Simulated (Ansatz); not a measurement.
## Epitaxial strain in MoS$_{2}$: moduli and critical thickness

The calculation used DFT PBE+D3(BJ), scalar-relativistic, plane waves, PAW (Ansatz 0.2.0). Run with 420 eV cutoff, 12×12×4 k-mesh, Gaussian smearing of 0.02 eV, no spin polarisation.

Starting point, cell and atoms relaxed:

```
Mo S
1.0
     3.14929    0.00000    0.00000
    -1.57464    2.72736    0.00000
     0.00000    0.00000   12.09389
Mo S
2 4
Cartesian
  1.5746 0.9091 3.0208
  0.0000 1.8182 9.0730
  0.0000 1.8182 4.5867
  1.5746 0.9091 10.6389
  0.0000 1.8182 1.4550
  1.5746 0.9091 7.5072
```

The a-b plane is strained alike in both directions, as on a substrate, while c and the atoms relax within the symmetry that the strain leaves. Stress is positive in compression; energies are free energies at the smearing used, per atom.

```tsv
strain (%)	c (Å)	σ in plane (GPa)	ΔE (meV/atom)
-3.0	12.2175	9.46	29.15
-2.0	12.1729	6.08	12.70
-1.0	12.1298	2.93	3.11
+0.0	12.0939	0.00	0.00
+1.0	12.0500	-2.72	2.99
+2.0	12.0102	-5.26	11.73
+3.0	11.9713	-7.62	25.91
```

Task: Get the biaxial modulus twice, from the stresses and from the energies of the innermost pair.

Result: From stress: M = −Δσ/Δε = (2.93 − (-2.72)) / 0.020 = 283 GPa. Two in-plane directions each store σε/2, so the energy density is Mε²: M = (mean ΔE)/(V ε²) = 3.05 meV / (17.313 Å³ × 0.010²) × 0.16022 GPa Å³/meV = 282 GPa. The two agree.

Task: How well does Mε², with M from the stresses, predict the outermost points?

Result: 27.5 meV predicted against 29.2 computed at -3.0 %; 27.5 meV predicted against 25.9 computed at +3.0 %. Compression costs more than stretching, the usual sign of bonds that stiffen as they shorten.

Task: How does c respond, and up to what thickness can a film with 1 % or 2 % misfit stay coherent on a thick substrate?

Result: c answers with ε_c = −0.33 ε. In an isotropic solid that ratio is 2ν/(1 − ν), so ν = r/(2 + r) = 0.14. A film of thickness h stores Mε²h per area, 28.3 mJ/m² per nm at 1 %. The Matthews–Blakeslee balance for pure edge misfit dislocations, h = b/(8πf(1 + ν)) × (ln(h/b) + 1), with b taken as the in-plane vector a = 3.15 Å, solved by iteration, gives 3.8 nm at f = 1 % and 1.3 nm at 2 %. This is an isotropic estimate in which the moduli cancel; the real Burgers vector, glide system, anisotropy and slow kinetics can shift it by a factor of a few, mostly upward.